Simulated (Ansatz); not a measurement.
Space group Pmn2_1 (No. 31). a = 3.316 Å, b = 5.705 Å, c = 3.894 Å, α = 90.00°, β = 90.00°, γ = 90.00°
```json
{"atom": "Sn", "site": "2a", "symmetry": "m..", "x": "0.0000", "y": "0.2338", "z": "0.5262"}
{"atom": "O", "site": "2a", "symmetry": "m..", "x": "0.0000", "y": "0.8854", "z": "0.7238"}
```

Equation of state of this SnO structure (not necessarily the ground state), with shape and atoms relaxed at each volume where symmetry leaves them free. Theory: DFT PBEsol, scalar-relativistic, plane waves, PAW in Ansatz.

Settings: cutoff 420 eV, Γ-centred mesh 8×6×8 on the computed 4-atom cell, Gaussian smearing of 0.02 eV; no spin polarisation.

```
V (Å³/atom) E − E(largest V) (meV/atom) P (GPa) gap on mesh (eV)
     17.310                         1.12     1.29              1.08
     17.863                        -1.73     0.53              1.16
     18.415                        -2.47     0.00              1.24
     18.968                        -1.69    -0.42              1.33
     19.520                         0.00    -0.60              1.41
```

Q: Fit a third-order Birch–Murnaghan equation to E(V).

A: V0 = 18.37 Å³/atom, B0 = 15 GPa, B0' = 12.2. B0' is unusual or poorly fixed by this range.

The cell holds layers, and where no dispersion correction was added their binding is poorly described.

This form isn't the usual stable structure of the compound.